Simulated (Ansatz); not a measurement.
# W (Pm-3n) in Ansatz: further runs

One crystal, W, is run at these levels: PBEsol; tasks: relaxation of cell and atoms.

Program: Ansatz 0.2.0. These are calculated values, not measurements. Logs are shortened: lines on timing, memory, paths and dates and some standing lists are left out, and cuts for length are marked.

## Step 1: Starting point

It takes space group Pm-3n (No. 223, cubic). Conventional cell: a = 5.083 Å, b = 5.083 Å, c = 5.083 Å, α = 90.00°, β = 90.00°, γ = 90.00°. W (site symmetry -4m2) has 6 W at 2.54 to 2.84 Å as nearest neighbours. Around W (site symmetry m-3) lie 12 W at 2.84 Å.

This isn't the form of W at room conditions, which is bcc.

## Step 2: Relaxation of cell and atoms, PBEsol, target pressure 10 GPa, at which the enthalpy is minimised

Input file input.yaml:

```yaml
crystal:
  lattice:
    - [5.083, 0.0, 0.0]
    - [0.0, 5.083, 0.0]
    - [0.0, 0.0, 5.083]
  atoms:
    - { symbol: W, position: [0.5, 0.25, 0.0] }
    - { symbol: W, position: [0.5, 0.75, 0.0] }
    - { symbol: W, position: [0.75, 0.0, 0.5] }
    - { symbol: W, position: [0.25, 0.0, 0.5] }
    - { symbol: W, position: [0.0, 0.5, 0.75] }
    - { symbol: W, position: [0.0, 0.5, 0.25] }
    - { symbol: W, position: [0.5, 0.5, 0.5] }
    - { symbol: W, position: [0.0, 0.0, 0.0] }
hamiltonian:
  xc: pbesol
  pseudopotentials: { kind: paw }
kpoints:
  mp_grid: { grid: [5, 5, 5] }
scf:
  occupations: { method: fermi_dirac, width: 0.05 }
output:
  forces: true
  stress: true
  eigenvalues: true
  write_density: true
  write_potential: true
  elf: true
  volumetric_format: npy
relax:
  f_tol: 0.01
  max_steps: 40
  cell: { stress_tol: 0.05, p_target: 10.0 }
```

Potentials or basis: Ansatz PAW.

Command:

```sh
> ansatz run input.yaml --threads 4 --pin off --max-ram 11264MiB --backend cpu --events-out ev --progress --plain --runs-dir out
```

Output:

```text
Warning: RAYON_NUM_THREADS=4 ignored (pool sized by the plan → 4); use --threads N
Engine: ansatz 0.2.0, aarch64-unknown-linux-gnu
Pseudopotentials: kind: paw
Pseudopotential: W, paw, valence charge 14, recommended cutoff 420 eV (normal), W.paw.azcp
Functional definition: PBEsol
  exchange = pbesol_x
  correlation = pbesol_c
Crystal: 8 atoms, lattice volume = 131.329 Å³
Basis set: ecut = 420 eV, 2553 PW (Γ), exchange–correlation on 72×72×72 points (8 copies of the dense FFT grid, shifted against one another)
Bands: 68, of which v1, the nominal top of the filled ones, is band 56 counted from 1 (55 counted from 0)
Symmetry: 48 space group operations
Space group: Pm-3n (ITA 223), of the structure as read, at distance tolerance 5.1e-5 Å
k-points: 10 of 125
Non-local potential: W, projectors of the file, l = 0: 3, l = 1: 2, l = 2: 2, l = 3: 1
PAW form: soft (Blöchl's): semilocal exchange-correlation on the pseudo side does not see the compensation charge
PAW frozen core: W, regenerated for the run's functional, and the local potential with it (the file was generated under x = pbe(κ = 0.804, μ = 0.2195149727645171), c = pbe(β = 0.06672455060314922))
PAW one-centre angular grid: W, 590 points (default); XC on 64 Gauss nodes
Initial density: superposition of atomic densities (neutral atoms: chi_scale 0, normalization atom), corrected by the library's trained network
Initial wavefunctions: pseudopotential atomic-orbital guess
Functional: x = pbesol(κ = 0.804, μ = 0.12345679012345678), c = pbesol(β = 0.046)
SCF iter   1: F=—  HF=-82051.686005 eV  |F-HF|=—  |Δ(HF+E_count)|=         —  Δρ=6.50e-3  dr2=4.16e-2  ethr=1.77e-3  ⟨swp⟩=4.2  Hψ=2507  notcnv=0  defer=8
[... 101 lines left out ...]
  Σ components = -82051.679525   (vs F -82051.679525, Δ=0.00e0)
--- Forces (eV/Å), atoms counted from 1 ---
  atom   1  W     -0.00000000    -0.00000000    -0.00000000
  atom   2  W      0.00000000     0.00000000     0.00000000
  atom   3  W     -0.00000000    -0.00000000     0.00000000
  atom   4  W      0.00000000     0.00000000    -0.00000000
  atom   5  W      0.00000000    -0.00000000    -0.00000000
  atom   6  W     -0.00000000     0.00000000    -0.00000000
  atom   7  W      0.00000000     0.00000000    -0.00000000
  atom   8  W     -0.00000000     0.00000000     0.00000000
  max |Σ_I F_I| component: 1.85e-17 eV/Å
--- Stress (GPa, compression-positive) ---
        9.994522       0.000000      -0.000000
        0.000000       9.994522      -0.000000
       -0.000000      -0.000000       9.994522
  P = ⅓ Tr σ = 9.9945 GPa (99.945 kbar)
--- Band table (eV; the first three rows and the last of 10) ---
  k-point 0: bands = ["-50.9949", "-50.9342", "-50.9342", "-50.7648", "-50.7648", "-50.7648", "-50.5569", "-50.5402", "-16.2485", "-16.2485", "-16.0800", "-15.7300", "-15.7300", "-15.7300", "-15.3448", "-15.3448", "-15.3448", "-15.0777", "-15.0777", "-15.0777", "-14.9559", "-14.9559", "-14.9559", "-14.6113", "-14.6113", "-14.6113", "-14.6091", "-14.6091", "-14.6091", "-14.1718", "-14.1718", "-14.1718", "13.3378", "16.8344", "16.8344", "17.8712", "18.2198", "18.2198", "18.2198", "18.9071", "19.2357", "19.2357", "19.2357", "19.8980", "19.9113", "19.9113", "19.9113", "20.6850", "20.6850", "20.8303", "20.8303", "20.8303", "21.2900", "21.2900", "22.3204", "22.3204", "22.3204", "24.5632", "24.5632", "24.5632", "24.6182", "24.6182", "24.6182", "24.7846", "24.7846", "26.0048", "26.0048", "27.0369"]
  k-point 1: bands = ["-50.9849", "-50.9375", "-50.9219", "-50.7833", "-50.7648", "-50.7648", "-50.5558", "-50.5424", "-16.2583", "-16.1934", "-15.9893", "-15.7171", "-15.7171", "-15.6363", "-15.3946", "-15.3946", "-15.2749", "-15.0662", "-15.0423", "-15.0423", "-14.9846", "-14.9846", "-14.9676", "-14.7106", "-14.6513", "-14.5987", "-14.5987", "-14.5860", "-14.5860", "-14.3765", "-14.1752", "-14.1752", "13.7298", "16.6562", "17.2081", "17.2373", "18.2312", "18.2312", "18.8133", "18.9955", "18.9955", "19.0057", "19.2708", "19.3886", "19.7660", "20.0308", "20.0308", "20.0388", "20.9961", "20.9961", "21.2010", "21.2751", "21.4073", "21.5642", "22.2934", "22.2934", "22.7118", "23.2816", "24.3029", "24.3029", "24.5132", "24.8418", "25.0763", "25.0763", "25.6014", "25.7327", "26.4115", "27.1505"]
  k-point 2: bands = ["-50.9648", "-50.9477", "-50.8841", "-50.8302", "-50.7648", "-50.7648", "-50.5525", "-50.5475", "-16.2576", "-16.2223", "-15.6974", "-15.6974", "-15.5555", "-15.4477", "-15.4477", "-15.3931", "-15.1987", "-15.0740", "-15.0740", "-15.0359", "-14.9982", "-14.9794", "-14.9633", "-14.9633", "-14.7948", "-14.7639", "-14.5780", "-14.5780", "-14.5534", "-14.5534", "-14.1812", "-14.1812", "14.7696", "16.0419", "16.8221", "17.2255", "18.1608", "18.1608", "18.7553", "18.7553", "18.8138", "19.0140", "19.3728", "19.5425", "19.7900", "20.2760", "20.2760", "20.4970", "21.1834", "21.2833", "21.4926", "21.5572", "21.5572", "21.9568", "22.0031", "22.0031", "22.8582", "23.5788", "23.5788", "23.6004", "24.3535", "24.8318", "25.1089", "25.1242", "25.7355", "25.7911", "25.7911", "26.5171"]
  k-point 9: bands = ["-50.8934", "-50.8833", "-50.8833", "-50.8304", "-50.8304", "-50.8267", "-50.5562", "-50.5557", "-15.7094", "-15.7094", "-15.6948", "-15.4387", "-15.4387", "-15.4321", "-15.4070", "-15.2829", "-15.1520", "-15.1501", "-15.1501", "-15.0266", "-15.0266", "-15.0100", "-15.0100", "-14.9347", "-14.9347", "-14.9057", "-14.6896", "-14.6857", "-14.6857", "-14.6605", "-14.6362", "-14.6362", "16.9221", "17.2954", "17.2954", "17.7356", "17.8006", "17.8006", "18.0287", "18.2169", "19.3847", "19.3847", "19.5284", "19.5284", "20.1255", "20.1255", "20.4216", "20.4484", "20.4617", "20.4617", "20.7631", "21.0025", "21.0025", "21.9792", "22.3726", "22.3726", "23.5693", "23.5693", "24.3586", "24.9031", "25.0832", "25.3329", "25.3329", "25.4218", "25.6006", "25.6006", "25.7508", "25.7508"]
--- Relaxed structure (5 steps of the walk, 4 accepted, 1 SCFs on fresh bases) ---
  F+E_penalty+E_count = -82051.67952545 eV   max|allowed force component| = 6.245e-17 eV/Å   (the final SCF, on the basis selected at the relaxed cell)
  cell:  # Å, volume = 123.6489 Å³
    - [4.981920472626414, -5.978407535702045e-34, -4.49383653690355e-34]
    - [4.293218834363213e-34, 4.981920472626414, 1.6049416203226965e-35]
    - [3.209883240645393e-35, 1.6049416203226965e-35, 4.981920472626414]
  atoms:
    - { symbol: W, position: [0.5, 0.25, -6.660286701491701e-37] }
    - { symbol: W, position: [0.5, 0.7499999999999999, -6.980967172304175e-36] }
    - { symbol: W, position: [0.7499999999999999, 5.7969162031500906e-36, 0.5] }
    - { symbol: W, position: [0.25, 9.743752766996988e-36, 0.5] }
    - { symbol: W, position: [1.3012226796432747e-36, 0.5, 0.7499999999999999] }
    - { symbol: W, position: [2.8799573051820254e-36, 0.5, 0.25] }
    - { symbol: W, position: [0.5, 0.5, 0.5] }
    - { symbol: W, position: [1.6959063360279576e-36, -4.612865233996044e-36, 5.180222990049033e-37] }
```

It took 12 s on 4 threads of Arm Neoverse V1, shared host; peak memory 0.53 GiB.

What came out:

```yaml
Free_energy: -82051.6795 eV
Relaxed_volume: 15.46 Å³/atom
Relaxed_cell: a = 4.982 Å, b = 4.982 Å, c = 4.982 Å, α = 90.00°, β = 90.00°, γ = 90.00°
Space_group_after_relaxing_to_0.05_Å: Pm-3n (No. 223)
Energy_change_on_relaxing_the_enthalpy_is_what_falls: -0.5 meV/atom
Ionic_steps: 5
Pressure_after_relaxing: 10.0 GPa
Band_gap_on_the_k_mesh: none (metal or under the smearing width)
```

Step by step:
```tsv
step	energy change (eV)	largest force (eV/Å)	volume (Å³)
1	0.0000	0.0000	131.33
2	-0.0601	0.0000	124.65
3	-0.0009	0.0000	123.55
4	-0.0072	0.0000	123.65
5	-0.0043	0.0000	123.65
```

Final structure:
```xyz
8
Lattice="4.9819 0.0000 0.0000 0.0000 4.9819 0.0000 0.0000 0.0000 4.9819" Properties=species:S:1:pos:R:3 pbc="T T T"
W     2.4910    1.2455    0.0000
W     2.4910    3.7364    0.0000
W     3.7364    0.0000    2.4910
W     1.2455    0.0000    2.4910
W     0.0000    2.4910    3.7364
W     0.0000    2.4910    1.2455
W     2.4910    2.4910    2.4910
W     0.0000    0.0000    0.0000
```

Levels at points of the mesh, in eV from the Fermi level:
```tsv
k point	band 54	band 55	band 56	band 57	band 58	band 59
(0.00, 0.00, 0.00)	-1.53	-0.50	-0.50	-0.50	1.74	1.74
```

Caveat: the plane-wave basis is chosen anew once the cell has moved, so the energies of steps on either side of that aren't comparable; the PAW data sets come from PBE, with cores solved anew for the run's functional, which leaves a small shift of forces and pressure.

## Step 3: Relaxation of cell and atoms, PBEsol, target pressure 20 GPa, at which the enthalpy is minimised

Edit input.yaml of step 2 so:

```diff
@@ -25,6 +25,2 @@
   eigenvalues: true
-  write_density: true
-  write_potential: true
-  elf: true
-  volumetric_format: npy
 relax:
@@ -32,2 +28,2 @@
   max_steps: 40
-  cell: { stress_tol: 0.05, p_target: 10.0 }
+  cell: { stress_tol: 0.05, p_target: 20.0 }
```

Potentials or basis: Ansatz PAW.

Command:

```sh
> ansatz run input.yaml --threads 4 --pin off --max-ram 11264MiB --backend cpu --events-out ev --progress --plain --runs-dir out
```

Output:

```text
Warning: RAYON_NUM_THREADS=4 ignored (pool sized by the plan → 4); use --threads N
[... 6 set-up lines as earlier in the session ...]
Crystal: 8 atoms, lattice volume = 131.329 Å³
Basis set: ecut = 420 eV, 2553 PW (Γ), exchange–correlation on 72×72×72 points (8 copies of the dense FFT grid, shifted against one another)
Bands: 68, of which v1, the nominal top of the filled ones, is band 56 counted from 1 (55 counted from 0)
[... 1 set-up line as earlier in the session ...]
[... 114 lines left out ...]
  k-point 2: bands = ["-50.2395", "-50.2197", "-50.1489", "-50.0895", "-50.0168", "-50.0168", "-49.8041", "-49.7981", "-15.6395", "-15.6008", "-15.0355", "-15.0355", "-14.8842", "-14.7644", "-14.7644", "-14.7012", "-14.4844", "-14.3502", "-14.3502", "-14.3076", "-14.2660", "-14.2650", "-14.2265", "-14.2265", "-14.0657", "-14.0292", "-13.8220", "-13.8220", "-13.7956", "-13.7956", "-13.3994", "-13.3994", "15.3653", "16.6498", "17.3480", "17.7711", "18.7096", "18.7096", "19.3039", "19.3039", "19.3813", "19.5750", "19.9386", "20.1044", "20.3956", "20.8970", "20.8970", "21.1448", "21.8461", "21.9488", "22.1583", "22.2127", "22.2127", "22.6219", "22.6886", "22.6886", "23.5481", "24.2683", "24.2683", "24.2920", "25.0790", "25.6056", "25.8617", "25.8767", "26.5175", "26.5757", "26.5757", "27.3254"]
  k-point 9: bands = ["-50.1598", "-50.1481", "-50.1481", "-50.0896", "-50.0896", "-50.0855", "-49.8085", "-49.8080", "-15.0528", "-15.0528", "-15.0368", "-14.7561", "-14.7561", "-14.7461", "-14.7156", "-14.5841", "-14.4360", "-14.4357", "-14.4357", "-14.2968", "-14.2968", "-14.2793", "-14.2793", "-14.2079", "-14.2079", "-14.1765", "-13.9482", "-13.9419", "-13.9419", "-13.9155", "-13.8902", "-13.8902", "17.5391", "17.8571", "17.8571", "18.3317", "18.3739", "18.3739", "18.6141", "18.8241", "19.9534", "19.9534", "20.1042", "20.1042", "20.7114", "20.7114", "21.0342", "21.0608", "21.1105", "21.1105", "21.4216", "21.6260", "21.6260", "22.6894", "23.1037", "23.1037", "24.2767", "24.2767", "25.0798", "25.6696", "25.8403", "26.1039", "26.1039", "26.1862", "26.3823", "26.3823", "26.5358", "26.5358"]
--- Relaxed structure (4 steps of the walk, 4 accepted, 1 SCFs on fresh bases) ---
  F+E_penalty+E_count = -82051.38068159 eV   max|allowed force component| = 3.636e-17 eV/Å   (the final SCF, on the basis selected at the relaxed cell)
  cell:  # Å, volume = 120.4317 Å³
    - [4.938331880730134, 2.1024735226227324e-33, 5.456801509097168e-34]
    - [1.6209910365259234e-33, 4.938331880730134, 0.0]
    - [5.456801509097168e-34, -2.5679065925163143e-34, 4.938331880730134]
  atoms:
    - { symbol: W, position: [0.49999999999999994, 0.24999999999999997, 2.9971290156712253e-36] }
    - { symbol: W, position: [0.49999999999999994, 0.7499999999999999, 1.418394390132474e-36] }
    - { symbol: W, position: [0.7499999999999999, 1.2161190162353126e-35, 0.49999999999999994] }
    - { symbol: W, position: [0.24999999999999997, -5.796916203150096e-36, 0.49999999999999994] }
    - { symbol: W, position: [-2.1396171028541793e-35, 0.49999999999999994, 0.7499999999999999] }
    - { symbol: W, position: [-2.4553640279619296e-35, 0.49999999999999994, 0.24999999999999997] }
    - { symbol: W, position: [0.49999999999999994, 0.49999999999999994, 0.49999999999999994] }
    - { symbol: W, position: [2.426379446946181e-35, 3.675491550082409e-36, 9.608080260114753e-36] }
```

Run time: 8.6 s. Hardware: 4 threads of Arm Neoverse V1, shared host; peak memory 0.52 GiB.

Results:

* Free energy: -82051.3807 eV
* Relaxed volume: 15.05 Å³/atom
* Relaxed cell: a = 4.938 Å, b = 4.938 Å, c = 4.938 Å, α = 90.00°, β = 90.00°, γ = 90.00°
* Space group after relaxing (to 0.05 Å): Pm-3n (No. 223)
* Energy change on relaxing (the enthalpy is what falls): +36.8 meV/atom
* Ionic steps: 5
* Pressure after relaxing: 20.0 GPa
* Band gap on the k mesh: none (metal or under the smearing width)

Step by step:
```csv
step,energy change (eV),largest force (eV/Å),volume (Å³)
1,0.0000,0.0000,131.33
2,1.8378,0.0000,113.04
3,0.1772,0.0000,121.42
4,0.2906,0.0000,120.43
5,0.2946,0.0000,120.43
```

Final structure:
```cif
data_structure
_symmetry_space_group_name_H-M 'P 1'
_symmetry_Int_Tables_number 1
_cell_length_a 4.9383
_cell_length_b 4.9383
_cell_length_c 4.9383
_cell_angle_alpha 90.000
_cell_angle_beta 90.000
_cell_angle_gamma 90.000
_cell_volume 120.43
loop_
_atom_site_label
_atom_site_type_symbol
_atom_site_fract_x
_atom_site_fract_y
_atom_site_fract_z
_atom_site_occupancy
W1 W 0.50000 0.25000 0.00000 1
W2 W 0.50000 0.75000 0.00000 1
W3 W 0.75000 0.00000 0.50000 1
W4 W 0.25000 0.00000 0.50000 1
W5 W 0.00000 0.50000 0.75000 1
W6 W 0.00000 0.50000 0.25000 1
W7 W 0.50000 0.50000 0.50000 1
W8 W 0.00000 0.00000 0.00000 1
```

Caveat: the plane-wave basis is chosen anew once the cell has moved, so the energies of steps on either side of that aren't comparable; the PAW data sets come from PBE, with cores solved anew for the run's functional, which leaves a small shift of forces and pressure.

## Step 4: Relaxation of cell and atoms, PBEsol, target pressure 30 GPa, at which the enthalpy is minimised

Edit input.yaml of step 3 so:

```diff
@@ -25,2 +25,6 @@
   eigenvalues: true
+  write_density: true
+  write_potential: true
+  elf: true
+  volumetric_format: npy
 relax:
@@ -28,2 +32,2 @@
   max_steps: 40
-  cell: { stress_tol: 0.05, p_target: 20.0 }
+  cell: { stress_tol: 0.05, p_target: 30.0 }
```

Command:

```sh
> ansatz run input.yaml --threads 4 --pin off --max-ram 11264MiB --backend cpu --events-out ev --progress --plain --runs-dir out
```

Wall time 11 s (4 threads of Arm Neoverse V1, shared host); peak memory 0.53 GiB.

It converged, with:

* Free energy: -82050.9397 eV
* Relaxed volume: 14.70 Å³/atom
* Relaxed cell: a = 4.899 Å, b = 4.899 Å, c = 4.899 Å, α = 90.00°, β = 90.00°, γ = 90.00°
* Space group after relaxing (to 0.05 Å): Pm-3n (No. 223)
* Energy change on relaxing (the enthalpy is what falls): +91.9 meV/atom
* Ionic steps: 6
* Pressure after relaxing: 30.0 GPa
* Band gap on the k mesh: none (metal or under the smearing width)

The path:
| step | energy change (eV) | largest force (eV/Å) | volume (Å³) |
| --- | --- | --- | --- |
| 1 | 0.0000 | 0.0000 | 131.33 |
| 2 | 1.8378 | 0.0000 | 113.04 |
| 3 | 0.5940 | 0.0000 | 118.36 |
| 4 | 0.7228 | 0.0000 | 117.64 |
| 5 | 0.7306 | 0.0000 | 117.59 |
| 6 | 0.7356 | 0.0000 | 117.59 |

Final structure:
```cif
data_structure
_symmetry_space_group_name_H-M 'P 1'
_symmetry_Int_Tables_number 1
_cell_length_a 4.8992
_cell_length_b 4.8992
_cell_length_c 4.8992
_cell_angle_alpha 90.000
_cell_angle_beta 90.000
_cell_angle_gamma 90.000
_cell_volume 117.59
loop_
_atom_site_label
_atom_site_type_symbol
_atom_site_fract_x
_atom_site_fract_y
_atom_site_fract_z
_atom_site_occupancy
W1 W 0.50000 0.25000 0.00000 1
W2 W 0.50000 0.75000 0.00000 1
W3 W 0.75000 0.00000 0.50000 1
W4 W 0.25000 0.00000 0.50000 1
W5 W 0.00000 0.50000 0.75000 1
W6 W 0.00000 0.50000 0.25000 1
W7 W 0.50000 0.50000 0.50000 1
W8 W 0.00000 0.00000 0.00000 1
```

Levels at points of the mesh, in eV from the Fermi level:
| k point | band 53 | band 54 | band 55 | band 56 | band 57 | band 58 | band 59 | band 60 |
| --- | --- | --- | --- | --- | --- | --- | --- | --- |
| (0.00, 0.00, 0.00) | -1.62 | -1.62 | -0.55 | -0.55 | -0.55 | 1.86 | 1.86 | 1.86 |

Caveat: the plane-wave basis is chosen anew once the cell has moved, so the energies of steps on either side of that aren't comparable; the PAW data sets come from PBE, with cores solved anew for the run's functional, which leaves a small shift of forces and pressure.

## Step 5: The runs side by side

```csv
cell,target pressure (GPa),gap on the mesh (eV),pressure (GPa)
relaxed to 10 GPa,10,none,10.0
relaxed to 20 GPa,20,none,20.0
relaxed to 30 GPa,30,none,30.0
```

Alike in all rows: task relaxation of cell and atoms; level PBEsol; potentials or basis Ansatz PAW; no spin polarisation; k mesh 5 × 5 × 5; cutoff (eV) 420; smearing fermi-dirac 0.05 eV.

Caveats: the plane-wave basis is chosen anew once the cell has moved, so the energies of steps on either side of that aren't comparable; the PAW data sets come from PBE, with cores solved anew for the run's functional, which leaves a small shift of forces and pressure.

Absolute energies hang on the potentials; compare differences alone.
